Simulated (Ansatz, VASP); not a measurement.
**One calculation of Pt, two programs**

```
Pt
1.0
    -1.58388    1.58388    1.60728
     1.58388   -1.58388    1.60728
     1.58388    1.58388   -1.60728
Pt
1
Direct
  0.00000 0.00000 0.00000
```

Change from the starting cell: strain +0.015 along x and y, +0.030 along z, atoms carried along.

Alike in both runs: task single point; functional PBEsol; k mesh 26 × 26 × 26; occupations gaussian, width 0.15 eV; no spin polarisation.

```csv
,VASP,Ansatz
version,VASP 6.6.1,Ansatz 0.2.0
potentials or method,"VASP PAW PBE potentials, release 64 (Pt)","scalar-relativistic, plane waves, PAW"
plane-wave cutoff (eV),520,420
valence electrons in the cell,10,18
```

Ansatz gave:

- gap on the k mesh at the Fermi level (eV): none
- pressure (GPa): -13.9
- largest component of the traceless stress (GPa): 0.83

Question: What did VASP give for the same quantities?

Answer: gap on the k mesh at the Fermi level (eV): none; pressure (GPa): -14.3; largest component of the traceless stress (GPa): 0.83.

A gap of «none» marks a metal or a gap that the smearing closes. The functional is the same, so the differences come from potentials, cutoffs and numerics. The two sets of potentials don't hold the same shells in valence.

Caveats: the PAW data sets were made with another functional, which shifts forces and pressure a little (VASP). The runs have no spin-orbit coupling, so splittings on Pt are missing.
